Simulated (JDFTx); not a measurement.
The system is GaN.

```xyz
2
Lattice="0.0000 2.2535 2.2535 2.2535 0.0000 2.2535 2.2535 2.2535 0.0000" Properties=species:S:1:pos:R:3 pbc="T T T"
Ga    0.0000    0.0000    0.0000
N     1.1268    1.1268    1.1268
```

The cell is a database's computed one.

| Quantity | Value |
| --- | --- |
| Program | JDFTx 1.7.0 (patched build) |
| Task | single point |
| Functional | PBE |
| Potentials or basis | PseudoDojo-SR-PBE-0.5-standard |
| Cutoff | 1143 eV |
| Density cutoff | 9143 eV |
| k mesh | 10 × 10 × 10 |
| Occupations | fermi-dirac, width 0.05 eV |
| Spin | no spin polarisation |

On this cell: pressure 5.2 GPa; largest force zero by symmetry; band gap on the k mesh 1.76 eV, direct.

The same run follows on a disturbed copy (atoms moved at random, drawn with an rms of 0.05 Å):

```xyz
2
Lattice="0.0000 2.2535 2.2535 2.2535 0.0000 2.2535 2.2535 2.2535 0.0000" Properties=species:S:1:pos:R:3 pbc="T T T"
Ga   -0.0158    0.0025    0.0107
N     1.1376    1.1248    1.1058
```

What does the disturbed cell give?

The energy moves by +5.3 meV/atom; pressure 5.4 GPa; largest force 0.508 eV/Å; band gap on the k mesh 1.68 eV, direct.

Forces on the atoms (eV/Å):
```
Ga   0.326 -0.010 -0.390
N   -0.326  0.010  0.390
```

Stress tensor (GPa, compression positive):
```
 5.34  1.91  0.05
 1.91  5.44 -1.60
 0.05 -1.60  5.30
```

Caveats: the empty levels aren't tightly converged.

